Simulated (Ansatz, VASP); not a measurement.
Two plane-wave programs on AlFe

```
Al Fe
1.0
     2.96711    0.00000    0.00000
     0.00000    2.96711    0.00000
     0.00000    0.00000    2.96711
Al Fe
1 1
Direct
  0.00000 0.00000 0.00000
  0.50000 0.50000 0.50000
```

Alike in both runs: task single point; functional PBE; k mesh 14 × 14 × 14; occupations gaussian, width 0.1 eV; collinear spin.

|  | VASP | Ansatz |
| --- | --- | --- |
| version | VASP 6.6.1 | Ansatz 0.2.0 |
| potentials or method | VASP PAW PBE potentials, release 64 (Al, Fe) | scalar-relativistic, plane waves, PAW |
| plane-wave cutoff (eV) | 520 | 420 |
| valence electrons in the cell | 11 | 19 |

```tsv
	VASP	Ansatz	Ansatz less VASP
gap on the k mesh at the Fermi level (eV)	none	none	-
pressure (GPa)	-13.3	-13.6	-0.30
net moment per atom (μB)	0.38	0.38	0.000
size of the moment on the site where the two differ most (μB)	0.03	0.04	+0.009
```

Site moments also hang on the region over which each program counts them. A gap of «none» marks a metal or a gap that the smearing closes. The two sets of potentials don't hold the same shells in valence.
